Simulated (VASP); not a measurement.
# BaS (rocksalt): a PBEsol relaxation of cell and atoms in VASP

INCAR

```
NSW = 40
IBRION = 2
LCHARG = .FALSE.
PREC = Accurate
NBANDS = 15
EDIFF = 1E-7
GGA = PS
LWAVE = .FALSE.
LREAL = .FALSE.
NELM = 120
LASPH = .TRUE.
ISMEAR = -1
ENCUT = 600
ISIF = 3
EDIFFG = -5E-3
SIGMA = 0.02
```

KPOINTS

```
KPOINTS created by Atomic Simulation Environment
0
Gamma
6 6 6
0 0 0
```

POSCAR

```
Ba S
 1.0000000000000000
    -0.0000000000000000    3.2147893013769591    3.2147893013769591
     3.2147893013769591    0.0000000000000000    3.2147893013769591
     3.2147893013769591    3.2147893013769591    0.0000000000000000
 Ba  S
   1   1
Cartesian
  0.0000000000000000 -0.0000000000000000  0.0000000000000000
  3.2147893013769586  3.2147893013769586  3.2147893013769586
```

VASP ran with the recommended PBE PAW datasets (16 valence electrons in the cell).

Command

```
mpirun -np 1 vasp_std
```

From OUTCAR

```
k-points           NKPTS =     16   k-points in BZ     NKDIM =     16   number of bands    NBANDS=     15

   NELECT =      16.0000    total number of electrons

   dimension x,y,z NGX =    36 NGY =   36 NGZ =   36
   dimension x,y,z NGXF=    72 NGYF=   72 NGZF=   72

  energy-cutoff  :      600.00
  volume of cell :       64.41
      direct lattice vectors                 reciprocal lattice vectors
     0.000000000  3.181487266  3.181487266    -0.157159202  0.157159202  0.157159202
     3.181487266  0.000000000  3.181487266     0.157159202 -0.157159202  0.157159202
     3.181487266  3.181487266  0.000000000     0.157159202  0.157159202 -0.157159202

 k-points in reciprocal lattice and weights: KPOINTS created by Atomic Simulation Env
   0.00000000  0.00000000  0.00000000       0.005
   0.16666667  0.00000000  0.00000000       0.037
   0.33333333  0.00000000  0.00000000       0.037
   0.50000000  0.00000000  0.00000000       0.019
   0.16666667  0.16666667  0.00000000       0.028
   0.33333333  0.16666667  0.00000000       0.111
   0.50000000  0.16666667  0.00000000       0.111
  -0.33333333  0.16666667  0.00000000       0.111
   ...

 E-fermi :   1.9183

 k-point     1 :       0.0000    0.0000    0.0000
  band No.  band energies     occupation
      1     -24.5973      2.00000
      2      -9.6385      2.00000
      3      -9.6385      2.00000
      4      -9.6385      2.00000
      5      -8.9677      2.00000
      6       1.4028      2.00000
      7       1.4028      2.00000
      8       1.4028      2.00000
      9       4.8670      0.00000
     10       5.1869      0.00000
     11       5.1869      0.00000
     12       5.1869      0.00000
     13       6.1528      0.00000
     14       6.1528      0.00000
     15       9.9345      0.00000

 k-point     2 :       0.1667    0.0000    0.0000
  band No.  band energies     occupation
      1     -24.5853      2.00000
      2     -10.1400      2.00000
      3      -9.6490      2.00000
      4      -9.6490      2.00000
      5      -8.4428      2.00000
      6       0.7146      2.00000
      7       1.0431      2.00000
      8       1.0431      2.00000
      9       5.2129      0.00000
     10       5.6056      0.00000
     11       5.6056      0.00000
     12       5.8793      0.00000
     13       6.9547      0.00000
     14       6.9547      0.00000
     15      11.0308      0.00000

 k-point     3 :       0.3333    0.0000    0.0000
  band No.  band energies     occupation
      1     -24.5610      2.00000
      2     -10.6647      2.00000
      3      -9.6694      2.00000
      4      -9.6694      2.00000
      5      -7.8660      2.00000
      6      -0.2355      2.00000
      7       0.4960      2.00000
      8       0.4960      2.00000
      9       5.7702      0.00000
     10       6.7221      0.00000
     11       6.7221      0.00000
     12       7.3546      0.00000
     13       8.7510      0.00000
     14       8.7510      0.00000
     15      11.7795      0.00000

 k-point     4 :       0.5000    0.0000    0.0000
  band No.  band energies     occupation
      1     -24.5488      2.00000
      2     -10.8605      2.00000
      3      -9.6795      2.00000
      4      -9.6795      2.00000
      5      -7.6410      2.00000
      6      -0.6183      2.00000
      7       0.2728      2.00000
      8       0.2728      2.00000
      9       6.9090      0.00000
     10       6.9620      0.00000
     11       7.7078      0.00000
     12       7.7078      0.00000
     13      10.3063      0.00000
     14      10.3063      0.00000
     15      10.4300      0.00000

 k-point     5 :       0.1667    0.1667    0.0000
  band No.  band energies     occupation
      1     -24.5814      2.00000
      2     -10.1284      2.00000
      3      -9.6907      2.00000
      4      -9.6907      2.00000
      5      -8.4216      2.00000
      6       0.3460      2.00000
      7       1.2816      2.00000
      8       1.2816      2.00000
      9       4.5438      0.00000
     10       5.5499      0.00000
     11       6.1368      0.00000
     12       6.1368      0.00000
     13       6.3966      0.00000
     14       8.0924      0.00000
     15      11.3295      0.00000

 k-point     6 :       0.3333    0.1667    0.0000
  band No.  band energies     occupation
      1     -24.5614      2.00000
      2     -10.4657      2.00000
      3      -9.7269      2.00000
      4      -9.7211      2.00000
      5      -8.1235      2.00000
      6      -0.0331      2.00000
      7       0.8133      2.00000
      8       0.9456      2.00000
      9       4.5929      0.00000
     10       6.6304      0.00000
     11       7.1023      0.00000
     12       7.1833      0.00000
     13       7.3988      0.00000
     14       9.5190      0.00000
     15      11.8957      0.00000

 k-point     7 :       0.5000    0.1667    0.0000
  band No.  band energies     occupation
      1     -24.5452      2.00000
      2     -10.7051      2.00000
      3      -9.7789      2.00000
      4      -9.7220      2.00000
      5      -7.8856      2.00000
      6      -0.2381      2.00000
      7       0.4459      2.00000
      8       0.4974      2.00000
      9       5.5724      0.00000
     10       7.1122      0.00000
     11       7.9344      0.00000
     12       8.2016      0.00000
     13       9.2164      0.00000
     14      10.0709      0.00000
     15      10.3630      0.00000

 k-point     8 :      -0.3333    0.1667    0.0000
  band No.  band energies     occupation
      1     -24.5492      2.00000
      2     -10.6777      2.00000
      3      -9.8114      2.00000
      4      -9.6807      2.00000
      5      -7.8624      2.00000
      6      -0.3145      2.00000
      7       0.3382      2.00000
      8       0.7217      2.00000
      9       5.9350      0.00000
     10       6.8815      0.00000
     11       6.9116      0.00000
     12       7.7599      0.00000
     13       9.0045      0.00000
     14      10.2973      0.00000
     15      11.1636      0.00000

 k-point     9 :      -0.1667    0.1667    0.0000
  band No.  band energies     occupation
      1     -24.5693      2.00000
      2     -10.4256      2.00000
      3      -9.7506      2.00000
      4      -9.6439      2.00000
      5      -8.1071      2.00000
      6       0.0659      2.00000
      7       0.5677      2.00000
      8       1.1081      2.00000
      9       5.2876      0.00000
     10       5.8748      0.00000
     11       6.1564      0.00000
     12       6.9114      0.00000
     13       7.8183      0.00000
     14       8.5924      0.00000
     15      12.0376      0.00000

 k-point    10 :       0.3333    0.3333    0.0000
  band No.  band energies     occupation
      1     -24.5500      2.00000
      2     -10.3116      2.00000
      3      -9.7936      2.00000
      4      -9.7936      2.00000
      5      -8.4617      2.00000
      6       0.2390      2.00000
      7       1.2302      2.00000
      8       1.2302      2.00000
      9       3.6894      0.00000
     10       6.5670      0.00000
     11       6.9760      0.00000
     12       8.1294      0.00000
     13       8.1294      0.00000
     14      10.2496      0.00000
     15      11.1165      0.00000

 k-point    11 :       0.5000    0.3333    0.0000
  band No.  band energies     occupation
      1     -24.5381      2.00000
      2     -10.3188      2.00000
      3      -9.9402      2.00000
      4      -9.8044      2.00000
      5      -8.4580      2.00000
      6       0.5672      2.00000
      7       0.8532      2.00000
      8       0.9909      2.00000
      9       4.0318      0.00000
     10       7.5316      0.00000
     11       7.8901      0.00000
     12       8.2387      0.00000
     13       8.5397      0.00000
     14       9.4071      0.00000
     15      10.4019      0.00000

 k-point    12 :      -0.3333    0.3333    0.0000
  band No.  band energies     occupation
      1     -24.5377      2.00000
      2     -10.4744      2.00000
      3     -10.0138      2.00000
      4      -9.7489      2.00000
      5      -8.1243      2.00000
      6       0.0795      2.00000
      7       0.5615      2.00000
      8       0.8551      2.00000
      9       5.3542      0.00000
     10       6.7462      0.00000
     11       7.6777      0.00000
     12       7.7877      0.00000
     13       9.5462      0.00000
     14       9.8921      0.00000
     15      11.5820      0.00000

 k-point    13 :       0.5000    0.5000    0.0000
  band No.  band energies     occupation
      1     -24.5346      2.00000
      2     -10.1608      2.00000
      3      -9.8444      2.00000
      4      -9.8444      2.00000
      5      -8.8726      2.00000
      6       0.8762      2.00000
      7       1.2692      2.00000
      8       1.2692      2.00000
      9       3.3637      0.00000
     10       7.3356      0.00000
     11       7.3954      0.00000
     12       8.9489      0.00000
     13       8.9489      0.00000
     14       9.0296      0.00000
     15       9.8500      0.00000

 ...

  Total        0.0005012      0.0005012      0.0005012      0.0000000      0.0000000      0.0000000
  in kB        0.0124680      0.0124680      0.0124680      0.0000000      0.0000000      0.0000000
  external PRESSURE =       0.0124680 kB  Pullay stress =       0.0000000 kB

 POSITION                                       TOTAL-FORCE (eV/Angst)
 -----------------------------------------------------------------------------------
      0.00000      0.00000      0.00000        -0.000000     -0.000000     -0.000000
      3.18149      3.18149      3.18149         0.000000      0.000000      0.000000
 -----------------------------------------------------------------------------------
    total drift:                                0.000000      0.000000      0.000000

  FREE ENERGIE OF THE ION-ELECTRON SYSTEM (eV)
  ---------------------------------------------------
  free  energy   TOTEN  =       -10.7192174118 eV

  energy  without entropy=      -10.7192174118  energy(sigma->0) =      -10.71921741
```

CONTCAR

```
Ba S
   1.00000000000000
     0.0000000000000000    3.1814872658716107    3.1814872658716107
     3.1814872658716107    0.0000000000000000    3.1814872658716107
     3.1814872658716107    3.1814872658716107    0.0000000000000000
  Ba              S
     1     1
Direct
     0.0000000000000000    0.0000000000000000    0.0000000000000000
     0.5000000000000000    0.5000000000000000    0.5000000000000000

  0.00000000E+00  0.00000000E+00  0.00000000E+00
  0.00000000E+00  0.00000000E+00  0.00000000E+00
```

The relaxed cell vector lengths is 4.499, 4.499, 4.499 Å and the relaxed cell volume is 64.41 Å³.

The run was restarted once from its relaxed cell; OSZICAR and OUTCAR are the second run's.

The run (the restart alone) took about 8 s on one core of a shared host (Intel Xeon 6975P-C) and held 0.21 GiB at most.
